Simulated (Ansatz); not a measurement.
Runs of Ansatz 0.2.0 on Ca. The structure is cubic, space group Im-3m (No. 229). Conventional cell: a = 4.480 Å, b = 4.480 Å, c = 4.480 Å, α = 90.00°, β = 90.00°, γ = 90.00°. Around Ca (site symmetry m-3m) lie 8 Ca at 3.88 Å. This isn't the form of Ca at room conditions, which is fcc.

```csv
level,gap on the mesh (eV),pressure (GPa),relaxed volume (Å³/atom)
PBE+D3(BJ)-ATM,none,0.0,40.13
PBE+D3(BJ),none,0.0,39.97
PBE,none,0.0,42.06
PBE+D4,none,0.0,(a)
```

Alike in all rows: task relaxation of cell and atoms; potentials or basis Ansatz PAW; no spin polarisation; cell relaxed; k mesh 8 × 8 × 8; cutoff (eV) 420; smearing fermi-dirac 0.05 eV.

Q: Fill in the values left out.

A: (a) 40.57.

Caveats: the plane-wave basis is chosen anew once the cell has moved, so the energies of steps on either side of that aren't comparable; pairwise dispersion overbinds metals, which lowers pressure and volume (some runs).

A gap of «none» marks a metal or a gap under the smearing width.
